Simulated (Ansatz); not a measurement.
TiC:

```
Ti C
1.0
     0.00000    2.16572    2.16572
     2.16572    0.00000    2.16572
     2.16572    2.16572    0.00000
Ti C
1 1
Direct
  0.00000 0.00000 0.00000
  0.50000 0.50000 0.50000
```

The cell is a database's computed one.

* Program: Ansatz 0.2.0
* Task: relaxation of cell and atoms
* Functional: r2SCAN
* Potentials or basis: Ansatz PAW
* Cutoff: 500 eV (not typed: the program's choice for these potentials)
* k mesh: 11 × 11 × 11
* Occupations: fermi-dirac, width 0.05 eV
* Spin: no spin polarisation
* Hubbard terms: Ti d U = 6 eV

At the start: volume 10.16 Å³/atom.

Q: Where does the relaxation end?

A: It ends after 5 steps and the volume is 10.63 Å³/atom (+4.6 %); space group Fm-3m (No. 225, to 0.05 Å).

Step by step:
| step | energy change (eV) | largest force (eV/Å) | volume (Å³) |
| --- | --- | --- | --- |
| 1 | 0.0000 | 0.0000 | 20.32 |
| 2 | -0.0313 | 0.0000 | 21.14 |
| 3 | -0.0317 | 0.0000 | 21.24 |
| 4 | -0.0317 | 0.0000 | 21.25 |
| 5 | -0.0321 | 0.0000 | 21.25 |

Final structure:
```
Ti C
1.0
     0.00000    2.19842    2.19842
     2.19842    0.00000    2.19842
     2.19842    2.19842    0.00000
Ti C
1 1
Direct
  0.00000 0.00000 0.00000
  0.50000 0.50000 0.50000
```

Caveat: the plane-wave basis is chosen anew once the cell has moved, so the energies of steps on either side of that aren't comparable; the PAW data sets come from PBE, with cores solved anew for the run's functional, which leaves a small shift of forces and pressure; the U is typed as a test and isn't derived for this compound.
